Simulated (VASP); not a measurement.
## Sn: relaxation of cell and atoms with BLYP

The system is Sn.

```
CELL_PARAMETERS angstrom
-1.89465 1.89465 1.89465
1.89465 -1.89465 1.89465
1.89465 1.89465 -1.89465
ATOMIC_POSITIONS crystal
Sn 0.00000 0.00000 0.00000
```

This isn't the form of Sn at room conditions, which is tetragonal (white tin).

```json
{
  "Program": "VASP 6.6.1",
  "Task": "relaxation of cell and atoms",
  "Functional": "BLYP",
  "Potentials or basis": "VASP PAW PBE potentials, release 64 (Sn_d)",
  "Cutoff": "600 eV",
  "k mesh": "10 × 10 × 10",
  "Occupations": "fermi-dirac, width 0.05 eV",
  "Spin": "no spin polarisation",
  "Further INCAR settings": "ALGO = Normal; EDIFF = 1e-07; IBRION = 2; EDIFFG = -0.01; NSW = 60; ISIF = 3"
}
```

```json
{
  "Relaxed volume": "30.77 Å³/atom",
  "Relaxed cell": "a = 3.419 Å, b = 3.419 Å, c = 3.419 Å, α = 109.47°, β = 109.47°, γ = 109.47°",
  "Space group after relaxing (to 0.05 Å)": "Im-3m (No. 229)",
  "Energy gained by relaxing": "54.8 meV/atom",
  "Ionic steps": "3",
  "Pressure after relaxing": "0.0 GPa",
  "Band gap on the k mesh": "none (metal or under the smearing width)"
}
```

Step by step:
```csv
step,energy change (eV),largest force (eV/Å),pressure (GPa),volume (Å³)
1,0.0000,0.0000,5.42,27.20
2,-0.0546,0.0000,-0.23,30.99
3,-0.0548,0.0000,0.00,30.77
```

Final structure:
```cif
data_structure
_symmetry_space_group_name_H-M 'P 1'
_symmetry_Int_Tables_number 1
_cell_length_a 3.4192
_cell_length_b 3.4192
_cell_length_c 3.4192
_cell_angle_alpha 109.471
_cell_angle_beta 109.471
_cell_angle_gamma 109.471
_cell_volume 30.77
loop_
_atom_site_label
_atom_site_type_symbol
_atom_site_fract_x
_atom_site_fract_y
_atom_site_fract_z
_atom_site_occupancy
Sn1 Sn 0.00000 0.00000 0.00000 1
```

Levels at points of the mesh, in eV from the Fermi level:
| k point | band 5 | band 6 | band 7 | band 8 | band 9 | band 10 |
| --- | --- | --- | --- | --- | --- | --- |
| (0.00, 0.00, 0.00) | -21.34 | -10.22 | 6.67 | 6.67 | 6.67 | 11.98 |
| (0.50, 0.00, 0.00) | -21.28 | -6.39 | -3.68 | 3.09 | 4.98 | 7.60 |
| (0.50, 0.50, 0.50) | -21.30 | -3.35 | -0.34 | -0.34 | -0.34 | 4.29 |

It took 35 s on 1 thread of Intel(R) Xeon(R) 6975P-C (Granite Rapids) (shared host), peak memory 0.17 GiB.

Caveat: the PAW data sets were made with another functional, which shifts forces and pressure a little.
